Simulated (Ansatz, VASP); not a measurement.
## One calculation of Li, two programs

```
Li
1.0
     0.00000    2.20200    2.20200
     2.20200    0.00000    2.20200
     2.20200    2.20200    0.00000
Li
1
Direct
  0.00000 0.00000 0.00000
```

Alike in both runs: task relaxation of cell and atoms; functional LDA; k mesh 13 × 13 × 13; occupations fermi-dirac, width 0.05 eV; no spin polarisation.

```csv
,VASP,Ansatz
version,VASP 6.6.1,Ansatz 0.2.0
potentials or method,"VASP PAW LDA potentials, release 64 (Li_sv)","PAW with Ansatz's default frozen-core files, scalar-relativistic"
plane-wave cutoff (eV),600,420
valence electrons in the cell,3,3
```

|  | VASP | Ansatz | Ansatz less VASP |
| --- | --- | --- | --- |
| relaxed volume (Å³/atom) | 18.71 | 18.96 | +0.252 |
| relaxed cell length with the largest relative difference (Å) | 2.980 | 2.993 | +0.0133 |
| energy change over the relaxation (meV/atom) | -14 | -12 | +2.8 |

Caveats: the cutoff is under 1.25 times the usual one of these potentials, so pressure, stress and relaxed cells hold a basis-set (Pulay) error (VASP). Zero-point motion and thermal expansion aren't in these numbers. LDA usually gives volumes a few per cent too small.
